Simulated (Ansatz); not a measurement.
# AgCl: the change of pressure with volume scale

Periodic Kohn-Sham DFT of a crystal at fixed atoms, scaled to volume_scale times the given cell; pressure positive in compression, energy less spherical unpolarised free atoms, largest_vzz the field gradient of largest size among the nuclei. The results are calculated, by Ansatz 0.2.0.

The cell before it is scaled or strained (space group Fm-3m, No. 225):
```
AgCl
1.0
      0.0000     2.7731     2.7731
      2.7731     0.0000     2.7731
      2.7731     2.7731     0.0000
Ag Cl
1 1
Direct
  0.50000 0.50000 0.50000
  0.00000 0.00000 0.00000
```

Settings of every row: method all-electron PAW; functional LDA; relativity scalar; k mesh 8x8x8; filling fermi-dirac; smearing width 0.02 eV; nucleus gaussian.

Atom start moment: 0 on all atoms.

```
row  volume scale  V (Å³/atom)  pressure (GPa)
  1          0.94       20.046          -2.705
  2          0.96       20.472          -3.796
  3          0.98       20.899          -4.743
  4          0.99       21.114          -5.168
  5             1       21.327               ?
  6          1.01       21.539          -5.932
  7          1.02       21.754          -6.275
  8          1.04       22.178          -6.888
  9          1.06       22.605          -7.415
```

Question: what pressure should row 5 give?

Worked fit of pressure. Take u = (V_r/V)^(2/3) − 1 with V_r = 21.327 Å³ an atom, which is twice the finite (Eulerian) strain; such expansions in the strain, on which the Birch-Murnaghan equation of state is built, carry the rest volume and the bulk modulus. The shown rows have u = 0.04216, 0.02765, 0.01361, 0.00671, -0.00657, -0.01313, -0.02575, -0.03806. Least squares give pressure = −5.5654 + 57.204 × u + 238.17 × u² + 330 × u³ GPa; a parabola predicts inner rows, each left out in turn, worse (root mean square 0.0058 against 0.0025 GPa). The rows lie off it by 0.001, -0.001, -0.001, 0.003, -0.001, 0.001, -0.002, 0.001. The withheld row has u = 0, so the fit gives −5.5654 + 57.204 × (0) + 238.17 × (0)² + 330 × (0)³ = -5.565 GPa.

The calculation gave -5.564 GPa. The fit lies 0.001 GPa (0.021 % of the column's range) below it, one unit of the last digit.
